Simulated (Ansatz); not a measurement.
Theory: DFT PBE, scalar-relativistic, plane waves, PAW in Ansatz. All cells share a 420 eV cutoff and Γ-centred k meshes spaced at most about 0.3 Å⁻¹ (about 0.25 or finer for metals, 2π included). No spin polarisation in the final relaxations.

All energies are static (0 K, no zero-point motion).

Compare these two cells of B, each relaxed at this level.

1.

Space group Ia-3d (No. 230). a = 4.992 Å, b = 4.992 Å, c = 4.992 Å, α = 90.00°, β = 90.00°, γ = 90.00°
| atom | site | symmetry | x | y | z |
| --- | --- | --- | --- | --- | --- |
| B | 16b | .32 | 0.1250 | 0.1250 | 0.1250 |

2.

Space group P4/mmm (No. 123). a = 4.193 Å, b = 4.193 Å, c = 1.932 Å, α = 90.00°, β = 90.00°, γ = 90.00°
```
atom  site  symmetry       x       y       z
   B    4o      m2m.  0.7967  0.5000  0.5000
```

Question: Which would you expect to be lower, and how large is the difference?

Answer: Cell 2 is lower, by 0.33 eV/atom. Cell 1 has space group Ia-3d (No. 230), 7.8 Å³/atom and no gap on its mesh; cell 2 has space group P4/mmm (No. 123), 8.5 Å³/atom and no gap. Counting all near atoms (those within 1.25 times the shortest such distance or 1.15 times the sum of covalent radii; a plus sign parts nearer from farther groups), cell 1 and cell 2 both have B 3+2. The lower one is the more open, so pressure narrows the difference. Both come from invented guesses. A third cell relaxed alike, in P6_3/mmc, lies 0.32 eV/atom below the lower of the two. The part of the Crystallography Open Database at hand lists B in space groups No. 58, 134, 166; no cell shown has one of them.

Cells relaxed within their symmetry can be saddle points.
